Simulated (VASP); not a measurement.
# TiAl (Pm-3m) in VASP: a series of runs, part 2 of 2

VASP 6.6.1. The steps go on from the part before.

**5. Single point, PBE**

INCAR

```
SYSTEM = TiAl
  ADDGRID = .FALSE.
  ALGO = Normal
  EDIFF = 1E-6
  ENCUT = 520
  GGA = PE
  ISIF = 2
  ISMEAR = -1
  LASPH = .TRUE.
  LCHARG = .FALSE.
  LREAL = .FALSE.
  LWAVE = .FALSE.
  NELM = 100
  PREC = Accurate
  SIGMA = 0.1
```

KPOINTS

```
k-points
0
G
  7 7 7
  0 0 0
```

POSCAR

```
TiAl
1.0
    3.1790640000      0.0000000000      0.0000000000
    0.0000000000      3.1790640000      0.0000000000
    0.0000000000      0.0000000000      3.1790640000
Ti Al
1 1
Direct
    0.0000000000      0.0000000000      0.0000000000
    0.5000000000      0.5000000000      0.5000000000
```

Potentials or basis: VASP PAW PBE potentials, release 64 (Ti_sv, Al).

Command:

```
> cat potpaw_PBE.64/Ti_sv/POTCAR potpaw_PBE.64/Al/POTCAR > POTCAR
> mpirun -np 1 vasp_std > vasp.out
```

OUTCAR:

```text
SYSTEM = TiAl
   EDIFF = 1E-6
   ENCUT = 520
   GGA = PE
   ISIF = 2
   ISMEAR = -1
   LASPH = .TRUE.
   LREAL = .FALSE.
   NELM = 100
   PREC = Accurate

 Found     20 irreducible k-points:

 Following reciprocal coordinates:
            Coordinates               Weight
  0.000000  0.000000  0.000000      1.000000
  0.142857  0.000000  0.000000      6.000000
  0.285714  0.000000  0.000000      6.000000
  0.428571  0.000000  0.000000      6.000000
  0.142857  0.142857  0.000000     12.000000
  0.285714  0.142857  0.000000     24.000000
   k-points           NKPTS =     20   k-points in BZ     NKDIM =     20   number of bands    NBANDS=     11
   number of dos      NEDOS =    301   number of ions     NIONS =      2
   total plane-waves  NPLWV =  13824
   dimension x,y,z NGX =    24 NGY =   24 NGZ =   24
   dimension x,y,z NGXF=    48 NGYF=   48 NGZF=   48
   ions per type =               1   1
   NGX,Y,Z   is equivalent  to a cutoff of  12.55, 12.55, 12.55 a.u.
   NGXF,Y,Z  is equivalent  to a cutoff of  25.10, 25.10, 25.10 a.u.
 SYSTEM =  TiAl
   PREC   = accura    normal or accurate (medium, high low for compatibility)
   ISTART =      0    job   : 0-new  1-cont  2-samecut
   ICHARG =      2    charge: 1-file 2-atom 10-const
   ISPIN  =      1    spin polarized calculation?
   LNONCOLLINEAR =      F non collinear calculations
   LSORBIT =      F    spin-orbit coupling
   LASPH  =      T    aspherical Exc in radial PAW
   ENCUT  =  520.0 eV  38.22 Ry    6.18 a.u.   5.91  5.91  5.91*2*pi/ulx,y,z
   NELM   =    100;   NELMIN=  2; NELMDL= -5     # of ELM steps
   EDIFF  = 0.1E-05   stopping-criterion for ELM
   LREAL  =      F    real-space projection
   EDIFFG = 0.1E-04   stopping-criterion for IOM
   NSW    =      0    number of steps for IOM
   IBRION =     -1    ionic relax: 0-MD 1-quasi-New 2-CG
   NFREE  =      0    steps in history (QN), initial steepest desc. (CG)
   ISIF   =      2    stress and relaxation
   ISYM   =      2    0-nonsym 1-usesym 2-fastsym
   POTIM  = 0.5000    time-step for ionic-motion
   TEBEG  =    0.0;   TEEND  =   0.0 temperature during run
   PSTRESS=    0.0 pullay stress
   NELECT =      15.0000    total number of electrons
   NUPDOWN=      -1.0000    fix difference up-down
   EMIN   =  10.00;   EMAX   =-10.00  energy-range for DOS
   EFERMI =   0.00;   METHOD = LEGACY
   ISMEAR =    -1;   SIGMA  =   0.10  broadening in eV -4-tet -1-fermi 0-gaus
   EFERMI_NEDOS =   21; number of points for ismear=-14 and -15
   IALGO  =     38    algorithm
   IMIX   =      4    mixing-type and parameters
     AMIX     =   0.40;   BMIX     =  1.00
     AMIX_MAG =   1.60;   BMIX_MAG =  1.00
  volume/ion in A,a.u.               =      16.06       108.41
  Fermi-wavevector in a.u.,A,eV,Ry     =   1.270007  2.399964 21.945065  1.612917
  Thomas-Fermi vector in A             =   2.403017
   LORBIT       =      0    0 simple, 1 ext, 2 COOP (PROOUT), +10 PAW based schemes
   GGA     = PE    functional components
   LHFCALC =     F    Hartree Fock is set to
   AEXX    =    0.0000 exact exchange contribution
   IVDW    =     0    specifies the selected vdW correction
   LEPSILON=     F    determine dielectric tensor
   LRPA    =     F    only Hartree local field effects (RPA)
 non-spin polarized calculation
  energy-cutoff  :      520.00
  volume of cell :       32.13
 maximum number of plane-waves:       882
 NGX is ok and might be reduce to    24
   NGX = 11   NGY = 11   NGZ = 11

 number of electron      14.9999994 magnetization

 Free energy of the ion-electron system (eV)
  ---------------------------------------------------
  ext. energy  EPLUGINS =         0.00000000
  ---------------------------------------------------
  free energy    TOTEN  =       -12.14802424 eV

  energy without entropy =      -12.08009462  energy(sigma->0) =      -12.11405943

 E-fermi :   8.8010     XC(G=0): -11.0859

 val. band max:        8.7923886969   @ k =   0.2857   0.2857   0.0000
 cond. band min:       8.9400524449   @ k =   0.2857   0.2857   0.1429
 fundamental gap:      0.1476637480
 Fermi energy:         8.8009752461

 k-point     1 :       0.0000    0.0000    0.0000
  band No.  band energies     occupation
      1     -48.1099      2.00000
      2     -24.3124      2.00000
      3     -24.3124      2.00000
      4     -24.3124      2.00000
      5      -0.4989      2.00000
      6       7.3407      2.00000
      7       7.3407      2.00000
      8      10.5881      0.00000
      9      10.5881      0.00000
     10      10.5881      0.00000
     11      13.1909      0.00000

 k-point     2 :       0.1429    0.0000    0.0000
  band No.  band energies     occupation
      1     -48.1071      2.00000
      2     -24.3449      2.00000
      3     -24.3095      2.00000
      4     -24.3095      2.00000
      5      -0.1755      2.00000
      6       7.1271      2.00000
      7       7.4834      2.00000
      8      10.1153      0.00000
      9      10.1153      0.00000
     10      10.6253      0.00000
     11      12.1668      0.00000

 k-point     3 :       0.2857    0.0000    0.0000
  band No.  band energies     occupation
      1     -48.1008      2.00000
      2     -24.4173      2.00000
      3     -24.3031      2.00000
      4     -24.3031      2.00000
      5       0.7588      2.00000
      6       6.0225      2.00000
      7       7.8406      1.99987
      8       9.4096      0.00454
      9       9.4096      0.00454
     10      10.7108      0.00000
     11      11.4781      0.00000

 k-point     4 :       0.4286    0.0000    0.0000
  band No.  band energies     occupation
      1     -48.0958      2.00000
      2     -24.4748      2.00000
      3     -24.2980      2.00000
      4     -24.2980      2.00000
      5       2.1751      2.00000
      6       4.2104      2.00000
      7       8.1767      1.99612
      8       8.9896      0.26336
      9       8.9896      0.26336
     10      10.7811      0.00000
     11      11.6984      0.00000

 k-point     5 :       0.1429    0.1429    0.0000
  band No.  band energies     occupation
      1     -48.1043      2.00000
      2     -24.3433      2.00000
      3     -24.3401      2.00000
      4     -24.3067      2.00000
      5       0.1394      2.00000
      6       7.2046      2.00000
      7       7.3845      2.00000
      8       9.5861      0.00078
      9      10.0244      0.00001
     10      10.3706      0.00000
     11      12.5142      0.00000

 k-point     6 :       0.2857    0.1429    0.0000
  band No.  band energies     occupation
      1     -48.0981      2.00000
      2     -24.4134      2.00000
      3     -24.3345      2.00000
      4     -24.3003      2.00000
      5       1.0454      2.00000
      6       6.2132      2.00000
      7       7.6933      1.99997
      8       9.0425      0.16407
      9       9.4760      0.00234
     10      10.3877      0.00000
     11      11.7179      0.00000

 [... further k-points ...]

------------------------ aborting loop because EDIFF is reached ----------------------------------------

  FORCE on cell =-STRESS in cart. coord.  units (eV):
  Direction    XX          YY          ZZ          XY          YZ          ZX
  --------------------------------------------------------------------------------------
  -------------------------------------------------------------------------------------
  Total        0.1764487      0.1764487      0.1764487     -0.0000000     -0.0000000      0.0000000
  in kB        8.7989574      8.7989574      8.7989574     -0.0000000     -0.0000000      0.0000000
  external PRESSURE =       8.7989574 kB  Pullay stress =       0.0000000 kB

 VOLUME and BASIS-vectors are now :
 -----------------------------------------------------------------------------
  energy-cutoff  :      520.00
  volume of cell :       32.13
      direct lattice vectors                 reciprocal lattice vectors
     3.179064000  0.000000000  0.000000000     0.314557996  0.000000000  0.000000000
     0.000000000  3.179064000  0.000000000     0.000000000  0.314557996  0.000000000
     0.000000000  0.000000000  3.179064000     0.000000000  0.000000000  0.314557996

 POSITION                                       TOTAL-FORCE (eV/Angst)
 -----------------------------------------------------------------------------------
      0.00000      0.00000      0.00000         0.000000      0.000000      0.000000
      1.58953      1.58953      1.58953         0.000000      0.000000      0.000000
 -----------------------------------------------------------------------------------
    total drift:                                0.000000      0.000000      0.000000

  FREE ENERGIE OF THE ION-ELECTRON SYSTEM (eV)
  ---------------------------------------------------
  free  energy   TOTEN  =       -12.1480242399 eV

  energy  without entropy=      -12.0800946163  energy(sigma->0) =      -12.11405943
```

Run time: 2.8 s. Hardware: 1 thread of Intel Xeon 6975P-C (Granite Rapids), shared host; peak memory 0.13 GiB.

The run converged, but some of its settings lie outside the range that counts as converged, so its numbers aren't taken as properties of the crystal.

Results:

```yaml
Free_energy: -12.1480 eV
Pressure: 0.9 GPa
Band_gap_on_the_k_mesh: none (metal or under the smearing width)
```

**6. Single point, PBE**

Edit INCAR of step 5 so:

```diff
@@ -4,3 +4,3 @@
   EDIFF = 1E-6
-  ENCUT = 520
+  ENCUT = 280
   GGA = PE
```

KPOINTS

```
k-points
0
G
  10 10 10
  0 0 0
```

POSCAR is that of step 5.

Potentials or basis: VASP PAW PBE potentials, release 64 (Ti_sv, Al).

Command:

```
> cat potpaw_PBE.64/Ti_sv/POTCAR potpaw_PBE.64/Al/POTCAR > POTCAR
> mpirun -np 1 vasp_std > vasp.out
```

OUTCAR:

```text
SYSTEM = TiAl
   EDIFF = 1E-6
   ENCUT = 280
   GGA = PE
   ISIF = 2
   ISMEAR = -1
   LASPH = .TRUE.
   LREAL = .FALSE.
   NELM = 100
   PREC = Accurate

 Found     56 irreducible k-points:

 Following reciprocal coordinates:
            Coordinates               Weight
  0.000000  0.000000  0.000000      1.000000
  0.100000  0.000000  0.000000      6.000000
  0.200000  0.000000  0.000000      6.000000
  0.300000  0.000000  0.000000      6.000000
  0.400000  0.000000  0.000000      6.000000
  0.500000  0.000000  0.000000      3.000000
   k-points           NKPTS =     56   k-points in BZ     NKDIM =     56   number of bands    NBANDS=     11
[... 161 lines left out ...]
  FORCE on cell =-STRESS in cart. coord.  units (eV):
  Direction    XX          YY          ZZ          XY          YZ          ZX
  --------------------------------------------------------------------------------------
  -------------------------------------------------------------------------------------
  Total        0.1022011      0.1022011      0.1022011      0.0000000     -0.0000000      0.0000000
  in kB        5.0964557      5.0964557      5.0964557      0.0000000     -0.0000000      0.0000000
  external PRESSURE =       5.0964557 kB  Pullay stress =       0.0000000 kB

 VOLUME and BASIS-vectors are now :
 -----------------------------------------------------------------------------
  energy-cutoff  :      280.00
  volume of cell :       32.13
      direct lattice vectors                 reciprocal lattice vectors
     3.179064000  0.000000000  0.000000000     0.314557996  0.000000000  0.000000000
     0.000000000  3.179064000  0.000000000     0.000000000  0.314557996  0.000000000
     0.000000000  0.000000000  3.179064000     0.000000000  0.000000000  0.314557996

 POSITION                                       TOTAL-FORCE (eV/Angst)
 -----------------------------------------------------------------------------------
      0.00000      0.00000      0.00000         0.000000      0.000000      0.000000
      1.58953      1.58953      1.58953         0.000000      0.000000      0.000000
 -----------------------------------------------------------------------------------
    total drift:                               -0.000000     -0.000000      0.000000

  FREE ENERGIE OF THE ION-ELECTRON SYSTEM (eV)
  ---------------------------------------------------
  free  energy   TOTEN  =       -12.1307914714 eV

  energy  without entropy=      -12.0559130722  energy(sigma->0) =      -12.09335227
```

It took 3.3 s on 1 thread of Intel Xeon 6975P-C (Granite Rapids), shared host; peak memory 0.12 GiB.

These settings aren't checked as converged: the numbers below hold their error.

What came out:

```
Free energy            : -12.1308 eV
Band gap on the k mesh : none (metal or under the smearing width)
```

Caveat: the cutoff is under 1.25 times the usual one of these potentials, so pressure, stress and relaxed cells hold a basis-set (Pulay) error.

**7. For comparison**

An earlier run on the cell as given: functional PBEsol; potentials or basis VASP PAW PBE potentials, release 64 (Ti_sv, Al); cutoff 520 eV; k mesh 8 × 8 × 8; occupations fermi-dirac, width 0.05 eV; no spin polarisation.

- Pressure: -2.3 GPa
- Band gap on the k mesh: none (metal or under the smearing width)
